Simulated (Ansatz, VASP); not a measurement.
This is a calculation of Hf for Ansatz 0.2.0.

The input input.yaml:

```yaml
crystal:
  lattice:
    - [3.1967, 0.0, 0.0]
    - [-1.59835, 2.7684234083, 0.0]
    - [0.0, 0.0, 4.956644]
  atoms:
    - { symbol: Hf, position: [0.6666666667, 0.3333333333, 0.75] }
    - { symbol: Hf, position: [0.3333333333, 0.6666666667, 0.25] }
hamiltonian:
  xc: pbe
  pseudopotentials: { kind: paw }
kpoints:
  mp_grid: { grid: [8, 8, 5] }
scf:
  occupations: { method: fermi_dirac, width: 0.05 }
output:
  forces: true
  stress: true
  eigenvalues: true
```

Potentials or basis: Ansatz PAW.

Launch:

```sh
$ ansatz run input.yaml --threads 2 --pin off --max-ram 5632MiB --backend cpu --events-out ev --progress --plain --runs-dir out
```

Task: Set up the same calculation for VASP 6.6.1. Potentials there: VASP PAW PBE potentials, release 64 (Hf_pv).

Result: As run (the cutoff follows the program's own potentials):

INCAR

```
  PREC = Accurate
  ENCUT = 520
  EDIFF = 1E-6
  ISMEAR = -1
  SIGMA = 0.05
  LREAL = False
  LASPH = True
  NELM = 80
  ALGO = Normal
  ISIF = 2
  LWAVE = False
  LCHARG = False
  GGA = PE
  NBANDS = 17
```

Contents of KPOINTS:

```
regular mesh
0
Gamma
  8 8 5
```

File POSCAR:

```
Hf
1.0
    3.1967000000      0.0000000000      0.0000000000
   -1.5983500000      2.7684234083      0.0000000000
    0.0000000000      0.0000000000      4.9566440000
Hf
2
Direct
    0.6666666667      0.3333333333      0.7500000000
    0.3333333333      0.6666666667      0.2500000000
```

Potentials or basis: VASP PAW PBE potentials, release 64 (Hf_pv).

Run with:

```sh
$ cat potpaw_PBE.64/Hf_pv/POTCAR > POTCAR
$ mpirun -np 1 vasp_std > vasp.out
```

Both were run:

|  | VASP | Ansatz | Ansatz less VASP |
| --- | --- | --- | --- |
| gap on the k mesh at the Fermi level (eV) | none | none | - |
| pressure (GPa) | 2.9 | 3.3 | +0.44 |
| largest component of the traceless stress (GPa) | 1.85 | 1.92 | +0.073 |

A gap of «none» marks a metal or a gap that the smearing closes. The two sets of potentials don't hold the same shells in valence.

The runs have no spin-orbit coupling, so splittings on Hf are missing.
